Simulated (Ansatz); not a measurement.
# SnSe (model cell, started as zinc blende): following an unstable mode, part 3 of 3

Which phase does SnSe (model cell, started as zinc blende) fall into along its unstable mode, and how much energy does it gain?

Ansatz 0.2.0; DFT PBEsol, scalar-relativistic, plane waves, PAW.

So far. Step 4 (The mode frozen in, largest atomic shift 0.6 Å): The run ends at a pressure of -0.97 GPa, with forces up to 0.21 eV/Å. Step 5 (Energy along the mode, all amplitudes (two of the runs …): The lowest of the steps tried is the last one, at 0.6 Å, 21.3 meV/atom below the parent; the bottom of the well need not coincide with a step.

The structure was built from a prototype and need not be the compound's stable phase.

## 6. Relaxing from the distorted cell (continued)

Valence density in the ac plane of the conventional cell at fractional y = 0.000, with atoms of Se within 0.2 Å of it. It is the smooth field of the valence electrons, not physical close to the nuclei.

Values in e/Å³, 24 rows by 16 columns, each cell a mean:
```
 0  0  0  0  0  0  2  9 13  4  1  0  0  0  0  0
 0  0  0  0  0  0  0  0  0  0  0  0  0  0  0  0
 0  0  0  0  0  0  0  0  0  0  0  0  0  0  0  0
 2  1  0  0  0  0  0  0  0  0  0  0  0  0  1  2
28  7  1  0  0  0  0  0  0  0  0  0  0  1  3 18
 6  2  1  0  0  0  0  0  0  0  0  0  0  0  1  4
 0  0  0  0  0  0  0  0  0  0  0  0  0  0  0  0
 0  0  0  0  0  0  0  0  0  0  0  0  0  0  0  0
 0  0  0  0  0  0  0  0  0  0  0  0  0  0  0  0
 0  0  0  0  0  0  0  0  0  0  0  0  0  0  0  0
 0  0  0  0  0  0  0  1  1  1  0  0  0  0  0  0
 0  0  0  0  0  1  2 15 22  6  1  0  0  0  0  0
 0  0  0  0  0  0  2  9 13  4  1  0  0  0  0  0
 0  0  0  0  0  0  0  0  0  0  0  0  0  0  0  0
 0  0  0  0  0  0  0  0  0  0  0  0  0  0  0  0
 0  0  0  0  0  0  0  0  0  0  0  0  0  0  0  0
 0  0  0  0  0  0  0  0  0  0  0  0  0  0  0  0
 1  0  0  0  0  0  0  0  0  0  0  0  0  0  0  0
13  4  1  0  0  0  0  0  0  0  0  0  0  0  2  9
22  6  1  0  0  0  0  0  0  0  0  0  0  1  2 14
 1  1  0  0  0  0  0  0  0  0  0  0  0  0  0  1
 0  0  0  0  0  0  0  0  0  0  0  0  0  0  0  0
 0  0  0  0  0  0  0  1  1  1  0  0  0  0  0  0
 0  0  0  0  0  1  2 15 22  6  1  0  0  0  0  0
```
Columns run along a (5.7 Å), rows up along c (15.9 Å), edges of the conventional cell, whose origin can differ from the input's. Atoms in or near the plane, at fractional coordinates: Se at (0.50, 0.50), Se at (0.50, 0.00), Se at (0.00, 0.80), Se at (0.00, 0.20).

The distorted start has space group I-42m; the relaxation ends in I-42m.

## 7. The new phase in its own primitive cell

The relaxed structure is symmetrised, reduced to its primitive cell and relaxed tightly, as its phonons need.

Contents of input.yaml:

```yaml
crystal:
  lattice:
    - [-2.8422375412, 2.8422375412, 7.9389775211]
    - [2.8422375412, -2.8422375412, 7.9389775211]
    - [2.8422375412, 2.8422375412, -7.9389775211]
  atoms:
    - { symbol: Sn, position: [0.1735504949, 0.1735504949, 0.5875143743] }
    - { symbol: Sn, position: [0.5860361207, 0.5860361207, 0.4124856257] }
    - { symbol: Sn, position: [0.4139638793, 0.8264495051, 0.0] }
    - { symbol: Sn, position: [0.8264495051, 0.4139638793, 0.0] }
    - { symbol: Se, position: [0.5, 0.0, 0.5] }
    - { symbol: Se, position: [0.0, 0.5, 0.5] }
    - { symbol: Se, position: [0.8023366298, 0.8023366298, 0.0] }
    - { symbol: Se, position: [0.1976633702, 0.1976633702, 0.0] }
kpoints:
  mp_grid: { grid: [8, 8, 8] }
hamiltonian:
  xc: pbesol
scf:
  occupations: { method: methfessel_paxton, width: 0.15 }
output:
  forces: true
  stress: true
  eigenvalues: true
relax:
  adjacent_minimum: "off"
  f_tol: 0.001
  max_steps: 60
  cell: { stress_tol: 0.01 }
```

The run is started by

```bash
ansatz run input.yaml --threads 4 --pin off --max-ram 7168MiB --backend cpu --events-out ev --progress --plain --runs-dir out
```

Numbers of over 12 decimals in the logs are rounded to 6 here.

What it wrote:

```text
[...]
atoms:
    - { symbol: Sn, position: [0.173550, 0.173550, 0.58751437425] }
    - { symbol: Sn, position: [0.586036120675, 0.586036120675, 0.412486] }
    - { symbol: Sn, position: [0.413964, 0.826450, 0.0] }
    - { symbol: Sn, position: [0.826450, 0.413964, 0.0] }
    - { symbol: Se, position: [0.5, 0.0, 0.5] }
    - { symbol: Se, position: [0.0, 0.5, 0.5] }
    - { symbol: Se, position: [0.802337, 0.802337, 0.0] }
    - { symbol: Se, position: [0.197663, 0.197663, 0.0] }
[key lines of the parts left out:]
SCF converged after 9 iterations
Free energy (F): -45497.733162 eV
Fermi energy:    6.609958 eV
P = ⅓ Tr σ = -0.0010 GPa (-0.010 kbar)
```

Elapsed: 57 s, on 4 threads of Arm Neoverse V2, shared host; peak memory 1.2 GiB; 3.8 min of CPU time.

Little changed from the start: no atom moved by 0.005 Å and no cell edge by 0.1 %.

This step gave:

| Item | Value |
| --- | --- |
| pressure | -9.77e-4 GPa |

The largest force component left is 0.79 meV/Å and the pressure is -0.001 GPa, within the tolerances set. The cell now holds 32.07 Å³/atom.

## 8. The phases reached

The phases reached along the modes that were followed are set side by side.

Energies are those of the first relaxation, on the mesh of the frozen mode; space group, volume and gap are those of the last relaxation. Phases, by row:

| mode frozen in | space group | energy from parent (meV/atom) | volume (Å³/atom) | gap on mesh (eV) | lowest zone-centre optical mode (cm⁻¹) | largest shift (Å) |
| --- | --- | --- | --- | --- | --- | --- |
| parent | F-43m | 0 | 36.91 | 0 | – | – |
| q = (0, -0.5, -0.5), 58i cm⁻¹ | P-6m2 | -205.5 | 26.07 | 0 | -71.1 | 1.015 |
| q = (0, -0.5, -0.5), 58i cm⁻¹ | P6_3/mmc | -261.4 | 26.58 | 0 | -47.3 | 1.013 |
| q = (0, -0.5, -0.5), 58i cm⁻¹ | P-6m2 | -205.5 | 26.07 | 0 | -71.1 | 1.015 |
| q = (0.25, -0.5, -0.25), 51i cm⁻¹ | I-42m | -119.2 | 32.07 | 0 | – | 0.831 |

## 9. Results

```json
{
 "unstable mode of the parent": "q = (0.25, -0.5, -0.25), 51i cm⁻¹",
 "depth at the lowest point sampled": "21.3 meV/atom",
 "largest atomic shift at that point": "0.6 Å",
 "space group reached (within 0.01 Å)": "I-42m",
 "energy gained over the parent (first relaxation, on the mesh of the frozen mode)": "119 meV/atom",
 "volume per atom, phase reached": "32.1 Å³"
}
```

Along this mode the structure falls into I-42m, 119 meV/atom below the parent. At the parent's cell the well is 21.27 meV/atom deep on the steps tried, with its lowest point at a shift of 0.6 Å. That is the last step tried, so the steps alone don't bracket the bottom of the well. Relaxing atoms and cell changes the gain by +97.92 meV/atom against the lowest step (energies at zero smearing). Most of the total comes from this relaxation. The modes of the phase reached were not computed on this path. Of the 4 patterns followed to their end from this parent, this one ends 142 meV/atom above the lowest, P6_3/mmc. Each path keeps the symmetry of its pattern, so a lower phase may lie along a pattern not tried. Where the functional closes the gap at Γ, the partly filled states at that one point of a Γ-centred mesh soften the zone-centre modes by up to a few per cent. With no gap, or one that is small against the smearing, the frequencies hang on the k mesh and the smearing, most of all near Kohn anomalies. A semilocal functional can close a gap that the real compound would have, so the metallic treatment may be an artefact of the level. Spin-orbit coupling is left out, which can matter for the heavy elements here. A phonon run warned that its eigensolver left some bands unconverged in a pass. The starting cell was built on a prototype and not taken from a measurement, so the phase need not exist.

[Logs are printed without paths, hosts, clocks, repeated set-up lines and the standing remarks that a program may print on its own settings, such as how far it seeks lower states.]

[Hosts, paths, dates, database ids (printed as entryN), source tags and the programs' standing remarks are cut or masked in the printed files.]
